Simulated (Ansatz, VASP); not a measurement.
**One calculation of AlN, two programs**

INCAR

```
SYSTEM = AlN
ALGO     = Normal         ! electronic algorithm
EDIFF    = 1E-6           ! SCF threshold, eV
ENCUT    = 520            ! plane-wave cutoff, eV
GGA      = PE             ! functional
ISIF     = 2              ! what is computed and relaxed
ISMEAR   = 0              ! smearing method
LASPH    = .True.         ! aspherical terms in the spheres
LCHARG   = .False.        ! write CHGCAR
LREAL    = .False.        ! projectors in reciprocal space
LWAVE    = .False.        ! write WAVECAR
NBANDS   = 16             ! bands
NELM     = 60             ! most SCF steps
PREC     = Accurate       ! precision mode
SIGMA    = 0.02           ! smearing width, eV
```

The input KPOINTS:

```
k-points
0
Gamma
  8 8 6
  0 0 0
```

POSCAR

```
AlN
1.0
    2.2015871054      2.2015871054      0.0000000000
   -2.2015871054      2.2015871054      0.0000000000
    0.0000000000      0.0000000000      4.4031742107
Al N
2 2
Direct
    0.0000000000      0.0000000000      0.0000000000
    0.5000000000      0.5000000000      0.5000000000
    0.5000000000      0.0000000000      0.2500000000
    0.0000000000      0.5000000000      0.7500000000
```

Input for Ansatz:

```yaml
crystal:
  lattice:
    - [2.2015871054, 2.2015871054, 0.0]
    - [-2.2015871054, 2.2015871054, 0.0]
    - [0.0, 0.0, 4.4031742107]
  atoms:
    - { symbol: Al, position: [0.0, 0.0, 0.0] }
    - { symbol: Al, position: [0.5, 0.5, 0.5] }
    - { symbol: "N", position: [0.5, 0.0, 0.25] }
    - { symbol: "N", position: [0.0, 0.5, 0.75] }
basis:
  ecutwfc: 420
kpoints:
  mp_grid: { grid: [8, 8, 6] }
hamiltonian:
  xc: pbe
scf:
  occupations: { method: gaussian, width: 0.02 }
output:
  forces: true
  stress: true
  eigenvalues: true
```

Alike in both runs: task single point; functional PBE; k mesh 8 × 8 × 6; occupations gaussian, width 0.02 eV; no spin polarisation.

|  | VASP | Ansatz |
| --- | --- | --- |
| version | VASP 6.6.1 | Ansatz 0.2.0 |
| potentials or method | VASP PAW PBE potentials, release 64 (Al, N) | scalar-relativistic, plane waves, PAW |
| plane-wave cutoff (eV) | 520 | 420 |
| valence electrons in the cell | 16 | 16 |

Ansatz gave:

* gap on the k mesh at the Fermi level (eV): 3.31
* least direct gap on the mesh (eV): 3.31
* pressure (GPa): 0.0

Q: Estimate VASP's values.

A: gap on the k mesh at the Fermi level (eV): 3.31; least direct gap on the mesh (eV): 3.31; pressure (GPa): -0.3.

A k mesh can miss the band edges.
